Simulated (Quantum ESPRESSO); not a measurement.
# AlAu (Pm-3m) in Quantum ESPRESSO: further runs

Runs on AlAu. Level: r2SCAN. Tasks: single point, equation of state.

Program: Quantum ESPRESSO 7.5. These are calculated values, not measurements. Logs are shortened: lines on timing, memory, paths and dates and some standing lists are left out, and cuts for length are marked.

### Step 1. The crystal as given

It takes space group Pm-3m (No. 221, cubic). The conventional cell has a = 3.224 Å, b = 3.224 Å, c = 3.224 Å, α = 90.00°, β = 90.00°, γ = 90.00°. Au (site symmetry m-3m) has 8 Al at 2.79 Å as nearest neighbours. Al (site symmetry m-3m) is surrounded by 8 Au at 2.79 Å.

The cell comes from a database or a generator and needn't be the stable form of this composition.

### Step 2. Single point, r2SCAN, 15.75 Å³/atom

File pw.in:

```
&CONTROL
  calculation = 'scf'
  prefix = 'pwscf'
  outdir = './tmp'
  pseudo_dir = './pseudo'
  tstress = .true.
  disk_io = 'nowf'
/
&SYSTEM
  ibrav = 0
  nat = 2
  ntyp = 2
  ecutwfc = 75
  nbnd = 22
  input_dft = 'r2scan'
  occupations = 'smearing'
  smearing = 'fd'
  degauss = 0.00367493
  nosym = .true.
  nr1 = 36
  nr2 = 36
  nr3 = 36
/
&ELECTRONS
  conv_thr = 1d-08
  electron_maxstep = 120
  mixing_beta = 0.5
/
ATOMIC_SPECIES
Au   196.9666 Au_ONCV_PBE-1.2.upf
Al    26.9815 Al_ONCV_PBE-1.2.upf
CELL_PARAMETERS angstrom
   3.1581287985    0.0000000000    0.0000000000
   0.0000000000    3.1581287985    0.0000000000
   0.0000000000    0.0000000000    3.1581287985
ATOMIC_POSITIONS crystal
Au     0.5000000000    0.5000000000    0.5000000000
Al     0.0000000000    0.0000000000    0.0000000000
K_POINTS automatic
6 6 6 0 0 0
```

Potentials or basis: SG15 PBE 1.2.

Launch:

```console
$ OMP_NUM_THREADS=1 mpirun -n 2 pw.x -nk 2 -in pw.in > pw.out
```

pw.out:

```text
This program is part of the open-source Quantum ESPRESSO suite
     for quantum simulation of materials; please cite
         "P. Giannozzi et al., J. Phys.:Condens. Matter 21 395502 (2009);
         "P. Giannozzi et al., J. Phys.:Condens. Matter 29 465901 (2017);
         "P. Giannozzi et al., J. Chem. Phys. 152 154105 (2020);
     in publications or presentations arising from this work. More details at

     IMPORTANT: XC functional enforced from input :
     Exchange-correlation= R2SCAN
                           (   0   0   0   0   0 497 498)
     Any further DFT definition will be discarded
     Please, verify this is what you really want

     K-points division:     npool     =       2
     Subspace diagonalization in iterative solution of the eigenvalue problem:
     a serial algorithm will be used

     G-vector sticks info
     --------------------
     sticks:   dense  smooth     PW     G-vecs:    dense   smooth      PW
     Sum         853     853    261                18805    18805    3119

     Using Slab Decomposition

     bravais-lattice index     =            0
     lattice parameter (alat)  =       5.9680  a.u.
     unit-cell volume          =     212.5622 (a.u.)^3
     number of atoms/cell      =            2
     number of atomic types    =            2
     number of electrons       =        30.00
     number of Kohn-Sham states=           22
     kinetic-energy cutoff     =      75.0000  Ry
     charge density cutoff     =     300.0000  Ry
     scf convergence threshold =      1.0E-08
     mixing beta               =       0.5000
     number of iterations used =            8  plain     mixing
     Exchange-correlation= R2SCAN
                           (   0   0   0   0   0 497 498)

     celldm(1)=   5.967998  celldm(2)=   0.000000  celldm(3)=   0.000000
     celldm(4)=   0.000000  celldm(5)=   0.000000  celldm(6)=   0.000000

     crystal axes: (cart. coord. in units of alat)
               a(1) = (   1.000000   0.000000   0.000000 )
               a(2) = (   0.000000   1.000000   0.000000 )
               a(3) = (   0.000000   0.000000   1.000000 )

     reciprocal axes: (cart. coord. in units 2 pi/alat)
               b(1) = (  1.000000  0.000000  0.000000 )
               b(2) = (  0.000000  1.000000  0.000000 )
               b(3) = (  0.000000  0.000000  1.000000 )

     PseudoPot. # 1 for Au read from file:
     Au_ONCV_PBE-1.2.upf
     Pseudo is Norm-conserving, Zval = 19.0
     Generated using ONCVPSP code by D. R. Hamann
     Using radial grid of  602 points,  8 beta functions with:
                l(1) =   0
                l(2) =   0
                l(3) =   1
                l(4) =   1
                l(5) =   2
                l(6) =   2
                l(7) =   3
                l(8) =   3

     PseudoPot. # 2 for Al read from file:
     Al_ONCV_PBE-1.2.upf
     Pseudo is Norm-conserving, Zval = 11.0
     Generated using ONCVPSP code by D. R. Hamann
     Using radial grid of  602 points,  4 beta functions with:
                l(1) =   0
                l(2) =   0
                l(3) =   1
                l(4) =   1

     atomic species   valence    mass     pseudopotential
     Au               19.00   196.96660     Au( 1.00)
     Al               11.00    26.98150     Al( 1.00)

     No symmetry found

   Cartesian axes

     site n.     atom                  positions (alat units)
         1        Au     tau(   1) = (   0.5000000   0.5000000   0.5000000  )
         2        Al     tau(   2) = (   0.0000000   0.0000000   0.0000000  )

     number of k points=   112  Fermi-Dirac smearing, width (Ry)=  0.0037

     Number of k-points >= 100: set verbosity='high' to print them.

     Dense  grid:    18805 G-vectors     FFT dimensions: (  36,  36,  36)

     WARNING: libxc functional with ID  497 depends
      on external parameters: check the user_guide of
      QE if you need to modify them or to check their
      default values.

     WARNING: libxc functional with ID  498 depends
      on external parameters: check the user_guide of
      QE if you need to modify them or to check their
      default values.

     Initial potential from superposition of free atoms

     starting charge      29.8960, renormalised to      30.0000
     Starting wfcs are random

     Self-consistent Calculation

     iteration #  1     ecut=    75.00 Ry     beta= 0.50
     Davidson diagonalization with overlap
     ethr =  1.00E-02,  avg # of iterations =  8.5

     total energy              =    -413.20602388 Ry
     estimated scf accuracy    <      46.87245551 Ry

     iteration #  2     ecut=    75.00 Ry     beta= 0.50
     Davidson diagonalization with overlap
     ethr =  1.00E-02,  avg # of iterations =  1.0

     total energy              =    -413.26551088 Ry
     estimated scf accuracy    <      10.76606691 Ry

     iteration #  3     ecut=    75.00 Ry     beta= 0.50
     Davidson diagonalization with overlap
     ethr =  1.00E-02,  avg # of iterations =  1.0

     total energy              =    -413.26905777 Ry
     estimated scf accuracy    <       0.04721464 Ry

     iteration #  4     ecut=    75.00 Ry     beta= 0.50
     Davidson diagonalization with overlap
     ethr =  1.57E-04,  avg # of iterations =  1.7

     total energy              =    -413.27060103 Ry
     estimated scf accuracy    <       0.00377264 Ry

     iteration #  5     ecut=    75.00 Ry     beta= 0.50
     Davidson diagonalization with overlap
     ethr =  1.26E-05,  avg # of iterations =  3.3

     total energy              =    -413.27066831 Ry
     estimated scf accuracy    <       0.00041350 Ry

     iteration #  6     ecut=    75.00 Ry     beta= 0.50
     Davidson diagonalization with overlap
     ethr =  1.38E-06,  avg # of iterations =  2.1

     total energy              =    -413.27067261 Ry
     estimated scf accuracy    <       0.00000627 Ry

     iteration #  7     ecut=    75.00 Ry     beta= 0.50
     Davidson diagonalization with overlap
     ethr =  2.09E-08,  avg # of iterations =  1.8

     total energy              =    -413.27067304 Ry
     estimated scf accuracy    <       0.00000034 Ry

     iteration #  8     ecut=    75.00 Ry     beta= 0.50
     Davidson diagonalization with overlap
     ethr =  1.13E-09,  avg # of iterations =  2.0

     total energy              =    -413.27067307 Ry
     estimated scf accuracy    <       0.00000001 Ry

     iteration #  9     ecut=    75.00 Ry     beta= 0.50
     Davidson diagonalization with overlap
     ethr =  3.85E-11,  avg # of iterations =  2.0

     End of self-consistent calculation

     Number of k-points >= 100: set verbosity='high' to print the bands.

     the Fermi energy is    18.3684 ev

!    total energy              =    -413.27067307 Ry
     estimated scf accuracy    <          1.8E-09 Ry
     smearing contrib. (-TS)   =      -0.00058972 Ry
     internal energy E=F+TS    =    -413.27008335 Ry

     The total energy is F=E-TS. E is the sum of the following terms:
     one-electron contribution =    -175.11916616 Ry
     hartree contribution      =      88.36382429 Ry
     xc contribution           =     -41.19519559 Ry
     ewald contribution        =    -285.31954589 Ry

     convergence has been achieved in   9 iterations

     Computing stress (Cartesian axis) and pressure

          total   stress  (Ry/bohr**3)                   (kbar)     P=       41.98
   0.00028540  -0.00000000  -0.00000000           41.98       -0.00       -0.00
  -0.00000000   0.00028540  -0.00000000           -0.00       41.98       -0.00
  -0.00000000  -0.00000000   0.00028540           -0.00       -0.00       41.98

=------------------------------------------------------------------------------=
   JOB DONE.
=------------------------------------------------------------------------------=
```

It took 38 s on 2 MPI ranks of AMD EPYC 9R45 (Zen 5), shared host; peak memory 0.24 GiB.

What came out:

- Free energy: -5622.8340 eV
- Pressure: 4.2 GPa
- Band gap on the k mesh: none (metal or under the smearing width)

Caveat: the k mesh is coarse; the potentials were made for another functional, which shifts forces and pressure.

### Step 3. Single point, r2SCAN, 16.08 Å³/atom

pw.in, as its differences from that of step 2:

```diff
@@ -32,5 +32,5 @@
 CELL_PARAMETERS angstrom
-   3.1581287985    0.0000000000    0.0000000000
-   0.0000000000    3.1581287985    0.0000000000
-   0.0000000000    0.0000000000    3.1581287985
+   3.1803698749    0.0000000000    0.0000000000
+   0.0000000000    3.1803698749    0.0000000000
+   0.0000000000    0.0000000000    3.1803698749
 ATOMIC_POSITIONS crystal
```

Potentials or basis: SG15 PBE 1.2.

Launch:

```console
$ OMP_NUM_THREADS=1 mpirun -n 2 pw.x -nk 2 -in pw.in > pw.out
```

It took 38 s on 2 MPI ranks of AMD EPYC 9R45 (Zen 5), shared host; peak memory 0.24 GiB.

The run converged. Its results:

* Free energy: -5622.8449 eV
* Pressure: 1.0 GPa
* Band gap on the k mesh: none (metal or under the smearing width)

Caveat: the k mesh is coarse; the potentials were made for another functional, which shifts forces and pressure.

### Step 4. Single point, r2SCAN, 16.42 Å³/atom

pw.in, as its differences from that of step 3:

```diff
@@ -32,5 +32,5 @@
 CELL_PARAMETERS angstrom
-   3.1803698749    0.0000000000    0.0000000000
-   0.0000000000    3.1803698749    0.0000000000
-   0.0000000000    0.0000000000    3.1803698749
+   3.2023041534    0.0000000000    0.0000000000
+   0.0000000000    3.2023041534    0.0000000000
+   0.0000000000    0.0000000000    3.2023041534
 ATOMIC_POSITIONS crystal
```

Launch:

```console
$ OMP_NUM_THREADS=1 mpirun -n 2 pw.x -nk 2 -in pw.in > pw.out
```

Run time: 38 s. Hardware: 2 MPI ranks of AMD EPYC 9R45 (Zen 5), shared host; peak memory 0.24 GiB.

The run converged. Its results:

- Free energy: -5622.8432 eV
- Pressure: -1.9 GPa
- Band gap on the k mesh: none (metal or under the smearing width)

Caveat: the k mesh is coarse; the potentials were made for another functional, which shifts forces and pressure.

### Step 5. Single point, r2SCAN, 16.75 Å³/atom

pw.in, as its differences from that of step 4:

```diff
@@ -32,5 +32,5 @@
 CELL_PARAMETERS angstrom
-   3.2023041534    0.0000000000    0.0000000000
-   0.0000000000    3.2023041534    0.0000000000
-   0.0000000000    0.0000000000    3.2023041534
+   3.2239420000    0.0000000000    0.0000000000
+   0.0000000000    3.2239420000    0.0000000000
+   0.0000000000    0.0000000000    3.2239420000
 ATOMIC_POSITIONS crystal
```

Launch:

```console
$ OMP_NUM_THREADS=1 mpirun -n 2 pw.x -nk 2 -in pw.in > pw.out
```

Run time: 38 s. Hardware: 2 MPI ranks of AMD EPYC 9R45 (Zen 5), shared host; peak memory 0.24 GiB.

Results (log left out):

| Property | Result |
| --- | --- |
| Free energy | -5622.8302 eV |
| Pressure | -4.4 GPa |
| Band gap on the k mesh | none (metal or under the smearing width) |

Caveat: the k mesh is coarse; the potentials were made for another functional, which shifts forces and pressure.

### Step 6. Single point, r2SCAN, 17.09 Å³/atom

pw.in, as its differences from that of step 5:

```diff
@@ -32,5 +32,5 @@
 CELL_PARAMETERS angstrom
-   3.2239420000    0.0000000000    0.0000000000
-   0.0000000000    3.2239420000    0.0000000000
-   0.0000000000    0.0000000000    3.2239420000
+   3.2452932315    0.0000000000    0.0000000000
+   0.0000000000    3.2452932315    0.0000000000
+   0.0000000000    0.0000000000    3.2452932315
 ATOMIC_POSITIONS crystal
```

Potentials or basis: SG15 PBE 1.2.

Launch:

```console
$ OMP_NUM_THREADS=1 mpirun -n 2 pw.x -nk 2 -in pw.in > pw.out
```

It took 39 s on 2 MPI ranks of AMD EPYC 9R45 (Zen 5), shared host; peak memory 0.26 GiB.

The run converged. Its results:

* Free energy: -5622.8074 eV
* Pressure: -6.6 GPa
* Band gap on the k mesh: none (metal or under the smearing width)

Caveat: the k mesh is coarse; the potentials were made for another functional, which shifts forces and pressure.

### Step 7. Single point, r2SCAN, 17.42 Å³/atom

pw.in, as its differences from that of step 6:

```diff
@@ -32,5 +32,5 @@
 CELL_PARAMETERS angstrom
-   3.2452932315    0.0000000000    0.0000000000
-   0.0000000000    3.2452932315    0.0000000000
-   0.0000000000    0.0000000000    3.2452932315
+   3.2663671547    0.0000000000    0.0000000000
+   0.0000000000    3.2663671547    0.0000000000
+   0.0000000000    0.0000000000    3.2663671547
 ATOMIC_POSITIONS crystal
```

Launch:

```console
$ OMP_NUM_THREADS=1 mpirun -n 2 pw.x -nk 2 -in pw.in > pw.out
```

It took 37 s on 2 MPI ranks of AMD EPYC 9R45 (Zen 5), shared host; peak memory 0.26 GiB.

It converged, with:

* Free energy: -5622.7759 eV
* Pressure: -8.5 GPa
* Band gap on the k mesh: none (metal or under the smearing width)

Caveat: the k mesh is coarse; the potentials were made for another functional, which shifts forces and pressure.

### Step 8. Single point, r2SCAN, 17.76 Å³/atom

pw.in, as its differences from that of step 7:

```diff
@@ -32,5 +32,5 @@
 CELL_PARAMETERS angstrom
-   3.2663671547    0.0000000000    0.0000000000
-   0.0000000000    3.2663671547    0.0000000000
-   0.0000000000    0.0000000000    3.2663671547
+   3.2871726019    0.0000000000    0.0000000000
+   0.0000000000    3.2871726019    0.0000000000
+   0.0000000000    0.0000000000    3.2871726019
 ATOMIC_POSITIONS crystal
```

Launch:

```console
$ OMP_NUM_THREADS=1 mpirun -n 2 pw.x -nk 2 -in pw.in > pw.out
```

It took 38 s on 2 MPI ranks of AMD EPYC 9R45 (Zen 5), shared host; peak memory 0.26 GiB.

It converged, with:

* Free energy: -5622.7368 eV
* Pressure: -10.2 GPa
* Band gap on the k mesh: none (metal or under the smearing width)

Caveat: the k mesh is coarse; the potentials were made for another functional, which shifts forces and pressure.

### Step 9. Equation of state, r2SCAN

Potentials or basis: SG15 PBE 1.2.

This step only gathers the single runs of the series.

What came out:

| Quantity | Value |
| --- | --- |
| Equilibrium volume | 16.20 Å³/atom |
| Bulk modulus | 140 GPa |
| Pressure derivative of the bulk modulus | 5.1 |

Energy against volume, from the lowest point:
```tsv
volume (Å³/atom)	energy (meV/atom)
15.749	5.47
16.084	0.00
16.419	0.87
16.755	7.33
17.090	18.74
17.425	34.48
17.760	54.03
```

Caveat: the k mesh is coarse; the potentials were made for another functional, which shifts forces and pressure. The run has no spin-orbit coupling, so splittings on Au are missing.

### Step 10. The reference run

An earlier run on the cell as given: functional PBEsol; potentials or basis GBRV 1.5 PBEsol; cutoff 612 eV; density cutoff 4898 eV; k mesh 8 × 8 × 8; occupations fermi-dirac, width 0.05 eV; no spin polarisation.

- Pressure: -5.3 GPa
- Band gap on the k mesh: none (metal or under the smearing width)
